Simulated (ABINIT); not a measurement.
# NaCl (Fm-3m) in ABINIT: a series of runs, part 2 of 2

ABINIT 10.8.3 (patched build). The steps go on from the part before.

## Step 4: Single point, PBEsol

File run.abi:

```
# Pseudopotentials
pp_dirpath "./"
pseudos "Cl.GGA_PBE-JTH.xml, Na.GGA_PBE-JTH.xml"

# Structure
acell 7.4670677708 7.4670677708 7.4670677708
rprim
     0.0000000000     0.7071067812     0.7071067812
     0.7071067812     0.0000000000     0.7071067812
     0.7071067812     0.7071067812     0.0000000000
ntypat 2
znucl 17 11
natom 2
typat 1 2
xcart
     5.2800142563     5.2800142563     5.2800142563
     0.0000000000     0.0000000000     0.0000000000

# Plane-wave basis
ecut 1224.512381 eV
pawecutdg 67.5

# k points
kptopt 1
ngkpt 5 5 5
nshiftk 1
shiftk 0.0 0.0 0.0

# Exchange and correlation
ixc -116133

# Bands and occupations
nband 12
occopt 3
tsmear 0.05 eV

# SCF cycle
nstep 100
tolvrs 1.0e-9

# Output
iomode 3
prtwf 0
prtden 0
prteig 0
prtebands 0
```

Potentials or basis: JTH PAW PBE v2.0.

Command:

```
$ abinit run.abi > log 2>&1
```

run.abo:

```text
.Version 10.8.3 of ABINIT
 Symmetries : space group Fm -3 m (#225); Bravais cF (face-center cubic)
================================================================================
 Values of the parameters that define the memory need of the present run
     intxc =       0    ionmov =       0      iscf =      17    lmnmax =       8
     lnmax =       4     mgfft =      48  mpssoang =       2    mqgrid =    3001
     natom =       2  nloc_mem =       2    nspden =       1   nspinor =       1
    nsppol =       1      nsym =      48    n1xccc =       1    ntypat =       2
    occopt =       3   xclevel =       2
       mpw =        4265          nfft =      110592          nkpt =          10
 PAW method is used; the additional fine FFT grid is defined by:
   mgfftf=        60    nfftf =    216000
================================================================================
================================================================================

--------------------------------------------------------------------------------
------------- Echo of variables that govern the present computation ------------
--------------------------------------------------------------------------------
 -outvars: echo values of preprocessed input variables --------
            acell      7.4670677708E+00  7.4670677708E+00  7.4670677708E+00 Bohr
              amu      3.54527000E+01  2.29897680E+01
             ecut      4.50000000E+01 Hartree
              ixc     -116133
         kptrlatt        5    0    0      0    5    0      0    0    5
          kptrlen      3.73353389E+01
            natom           2
            nband          12
            ngfft          48      48      48
          ngfftdg          60      60      60
             nkpt          10
            nstep         100
             nsym          48
           ntypat           2
           occopt           3
        pawecutdg      6.75000000E+01 Hartree
         pawxcdev           0
           prtden           0
        prtebands           0
           prteig           0
            prtwf           0
            rprim      0.0000000000E+00  7.0710678120E-01  7.0710678120E-01
                       7.0710678120E-01  0.0000000000E+00  7.0710678120E-01
                       7.0710678120E-01  7.0710678120E-01  0.0000000000E+00
          spgroup         225
           tolvrs      1.00000000E-09
           tsmear      1.83746611E-03 Hartree
            typat      1  2
           useylm           1
           xangst      2.7940632158E+00  2.7940632158E+00  2.7940632158E+00
                      -5.9611095635E-11 -5.9610959921E-11 -5.9611095635E-11
            xcart      5.2800142563E+00  5.2800142563E+00  5.2800142563E+00
                      -1.1264864481E-10 -1.1264838835E-10 -1.1264864481E-10
             xred      4.9999999999E-01  4.9999999999E-01  4.9999999999E-01
                      -1.0667432215E-11 -1.0667480788E-11 -1.0667432215E-11
            znucl       17.00000   11.00000

================================================================================

 chkinp: Checking input parameters for consistency.

================================================================================
== DATASET  1 ==================================================================

--- !DatasetInfo
iteration_state: {dtset: 1, }
dimensions: {natom: 2, nkpt: 10, mband: 12, nsppol: 1, nspinor: 1, nspden: 1, mpw: 4265, }
cutoff_energies: {ecut:  45.0, pawecutdg:  67.5, }
electrons: {nelect:   1.60000000E+01, charge:   0.00000000E+00, occopt:   3.00000000E+00, tsmear:   1.83746611E-03, }
meta: {optdriver: 0, ionmov: 0, optcell: 0, iscf: 17, paral_kgb: 0, }
...

 Real(R)+Recip(G) space primitive vectors, cartesian coordinates (Bohr,Bohr^-1):
 R(1)=  0.0000000  5.2800143  5.2800143  G(1)= -0.0946967  0.0946967  0.0946967
[... 81 lines left out ...]
pressure_GPa:   3.3666E-01
xred      :
- [  5.0000E-01,   5.0000E-01,   5.0000E-01, Cl]
- [ -1.0667E-11,  -1.0667E-11,  -1.0667E-11, Na]
cartesian_forces: # hartree/bohr
- [ -0.00000000E+00,  -0.00000000E+00,  -0.00000000E+00, ]
- [ -0.00000000E+00,  -0.00000000E+00,  -0.00000000E+00, ]
force_length_stats: {min:   0.00000000E+00, max:   0.00000000E+00, mean:   0.00000000E+00, }
...

 Integrated electronic density in atomic spheres:
 ------------------------------------------------
 Atom  Sphere_radius  Integrated_density
    1        1.80365          4.36431098
    2        1.60199          7.61948664

================================================================================

 ----iterations are completed or convergence reached----

 Mean square residual over all n,k,spin=   11.872E-11; max=  66.094E-10
 reduced coordinates (array xred) for    2 atoms
       0.499999999989      0.499999999989      0.499999999989
      -0.000000000011     -0.000000000011     -0.000000000011
 rms dE/dt=  0.0000E+00; max dE/dt=  0.0000E+00; dE/dt below (all hartree)
    1       0.000000000000      0.000000000000      0.000000000000
    2       0.000000000000      0.000000000000      0.000000000000

 cartesian coordinates (angstrom) at end:
    1      2.79406321578139     2.79406321578139     2.79406321578139
    2     -0.00000000005961    -0.00000000005961    -0.00000000005961

 cartesian forces (hartree/bohr) at end:
    1     -0.00000000000000    -0.00000000000000    -0.00000000000000
    2     -0.00000000000000    -0.00000000000000    -0.00000000000000
 frms,max,avg= 0.0000000E+00 0.0000000E+00   0.000E+00  0.000E+00  0.000E+00 h/b

 cartesian forces (eV/Angstrom) at end:
    1     -0.00000000000000    -0.00000000000000    -0.00000000000000
    2     -0.00000000000000    -0.00000000000000    -0.00000000000000
 frms,max,avg= 0.0000000E+00 0.0000000E+00   0.000E+00  0.000E+00  0.000E+00 e/A
 length scales=  7.467067770800  7.467067770800  7.467067770800 bohr
              =  3.951402093895  3.951402093895  3.951402093895 angstroms
 Fermi (or HOMO) energy (hartree) =   0.09105   Average Vxc (hartree)=  -0.31029
 Eigenvalues (hartree) for nkpt=  10  k points:
 kpt#   1, nband= 12, wtk=  0.00800, kpt=  0.0000  0.0000  0.0000 (reduced coord)
  -1.81228   -0.78640   -0.78640   -0.78640   -0.49500   -0.02812   -0.02812   -0.02812
   0.15681    0.37545    0.37545    0.37545
      occupation numbers for kpt#   1
   2.00000    2.00000    2.00000    2.00000    2.00000    2.00000    2.00000    2.00000
   0.00000    0.00000    0.00000    0.00000
 prteigrs : prtvol=0 or 1, do not print more k-points.

--- !EnergyTerms
iteration_state     : {dtset: 1, }
comment             : Components of total free energy in Hartree
kinetic             :  1.55735154026340E+01
hartree             :  1.91534799970103E+01
xc                  : -7.29894090869069E+00
Ewald energy        : -3.47223689895781E+01
psp_core            :  1.23958740579000E+00
local_psp           : -4.55127411198695E+01
PAW spherical_terms : -1.16522543894355E+01
internal            : -6.32197226021395E+01
'-kT*entropy'       :  1.25327081198538E-15
total_energy        : -6.32197226021395E+01
total_energy_eV     : -1.72029629009059E+03
...

--- !EnergyTermsDC
iteration_state     : {dtset: 1, }
comment             : '"Double-counting" decomposition of free energy'
band_energy         : -9.66954874198529E+00
Ewald energy        : -3.47223689895781E+01
psp_core            :  1.23958740579000E+00
xc_dc               : -1.81005441543262E+01
PAW spherical_terms : -1.96685189250167E+00
internal            : -6.32197263726013E+01
'-kT*entropy'       :  1.25327081198538E-15
total_energy_dc     : -6.32197263726013E+01
total_energy_dc_eV  : -1.72029639269009E+03
...

--- !EnergyTermsWithPAWCore
iteration_state     : {dtset: 1, }
comment             : 'Components of total free energy, including PAW core contributions'
Total energy        : -6.22992271582025E+02
Total energy DC     : -6.22992275352487E+02
Total energy (eV)   : -1.69524833302796E+04
Total energy DC (eV): -1.69524834328791E+04
...

 Cartesian components of stress tensor (hartree/bohr^3)
  sigma(1 1)= -1.14427052E-05  sigma(3 2)=  0.00000000E+00
  sigma(2 2)= -1.14427052E-05  sigma(3 1)=  0.00000000E+00
  sigma(3 3)= -1.14427052E-05  sigma(2 1)=  0.00000000E+00

-Cartesian components of stress tensor (GPa)         [Pressure=  3.3666E-01 GPa]
- sigma(1 1)= -3.36656011E-01  sigma(3 2)=  0.00000000E+00
- sigma(2 2)= -3.36656011E-01  sigma(3 1)=  0.00000000E+00
- sigma(3 3)= -3.36656011E-01  sigma(2 1)=  0.00000000E+00

== END DATASET(S) ==============================================================
================================================================================

 -outvars: echo values of variables after computation  --------
            acell      7.4670677708E+00  7.4670677708E+00  7.4670677708E+00 Bohr
           etotal     -6.3219726373E+01
            fcart     -0.0000000000E+00 -0.0000000000E+00 -0.0000000000E+00
                      -0.0000000000E+00 -0.0000000000E+00 -0.0000000000E+00
            rprim      0.0000000000E+00  7.0710678120E-01  7.0710678120E-01
                       7.0710678120E-01  0.0000000000E+00  7.0710678120E-01
                       7.0710678120E-01  7.0710678120E-01  0.0000000000E+00
           strten     -1.1442705241E-05 -1.1442705241E-05 -1.1442705241E-05
                       0.0000000000E+00  0.0000000000E+00  0.0000000000E+00
           xangst      2.7940632158E+00  2.7940632158E+00  2.7940632158E+00
                      -5.9611095635E-11 -5.9610959921E-11 -5.9611095635E-11
             xred      4.9999999999E-01  4.9999999999E-01  4.9999999999E-01
                      -1.0667432215E-11 -1.0667480788E-11 -1.0667432215E-11
 Calculation completed.
```

Run time: 23 s. Hardware: 1 thread of Arm Neoverse V1, shared host; peak memory 0.15 GiB.

Results:

- Free energy: -1720.2964 eV
- Pressure: 0.3 GPa
- Band gap on the k mesh: 5.03 eV, direct
- Valence electrons inside the program's atomic spheres: Cl 4.36; Na 7.62

Caveat: the PAW data sets were made with another functional, which shifts forces and pressure a little. As with any semilocal functional, this PBEsol gap is likely too small.

## Step 5: Single point, r2SCAN

File run.abi:

```
pp_dirpath "./"
pseudos "Cl.GGA_PBE-JTH.xml, Na.GGA_PBE-JTH.xml"

acell 3.9514020966 3.9514020966 3.9514020966 Angstrom
rprim
     0.0000000000     0.7071067812     0.7071067812
     0.7071067812     0.0000000000     0.7071067812
     0.7071067812     0.7071067812     0.0000000000
ntypat 2
znucl 17 11
natom 2
typat 1 2
xred
     0.5000000000     0.5000000000     0.5000000000
     0.0000000000     0.0000000000     0.0000000000

ecut 54.0
pawecutdg 81.0

kptopt 1
ngkpt 3 3 3
nshiftk 1
shiftk 0.0 0.0 0.0

ixc -497498
usekden 1
pawxcdev 0

nband 12
occopt 3
tsmear 0.05 eV

nstep 100
tolvrs 1.0e-7

iomode 3
prtwf 0
prtden 0
prteig 0
prtebands 0
```

Command:

```
$ abinit run.abi > log 2>&1
```

It took 38 s on 1 thread of Arm Neoverse V1, shared host; peak memory 0.22 GiB.

The run converged. Its results:

```yaml
Free_energy: -1649.1070 eV
Pressure: 0.7 GPa
Band_gap_on_the_k_mesh: 6.00 eV, direct
Valence_electrons_inside_the_program's_atomic_spheres: Cl 4.37; Na 7.64
```

Levels at points of the mesh, in eV from the valence-band top:
| k point | band 5 | band 6 | band 7 | band 8 | band 9 | band 10 | band 11 | band 12 |
| --- | --- | --- | --- | --- | --- | --- | --- | --- |
| (0.00, 0.00, 0.00) | -13.28 | 0.00 | 0.00 | 0.00 | 6.00 | 11.82 | 11.82 | 11.82 |

Caveat: the k mesh is coarse (spacing up to 0.65 Å⁻¹), so the values aren't converged; totals of a meta-GGA on PAW files have another zero than those of a GGA; the PAW data sets were made with another functional, which shifts forces and pressure a little.

## Step 6: The runs side by side

| level | potentials or basis | k mesh | cutoff (eV) | fine-grid cutoff | mesh quality | gap on the mesh (eV) | pressure (GPa) |
| --- | --- | --- | --- | --- | --- | --- | --- |
| LDA | JTH PAW LDA v2.0 | 6 × 6 × 6 | 1225 | 1836.77 eV | not flagged | 4.79 | -1.7 |
| PBE | JTH PAW PBE v2.0 | 5 × 5 × 5 | 1225 | 1836.77 eV | not flagged | 5.21 | 1.7 |
| PBEsol | JTH PAW PBE v2.0 | 5 × 5 × 5 | 1225 | 1836.77 eV | not flagged | 5.03 | 0.3 |
| r2SCAN | JTH PAW PBE v2.0 | 3 × 3 × 3 | 1469 | 2204.12 eV | coarse | 6.00 | 0.7 |

Alike in all rows: task single point; no spin polarisation; cell as given; smearing fermi-dirac 0.05 eV.

Caveats: some runs use coarse meshes; the PAW data sets were made with another functional, which shifts forces and pressure a little (some runs); totals of a meta-GGA on PAW files have another zero than those of a GGA (some runs).

Total energies depend on the potentials used, so only differences within one code and one set of settings carry meaning.
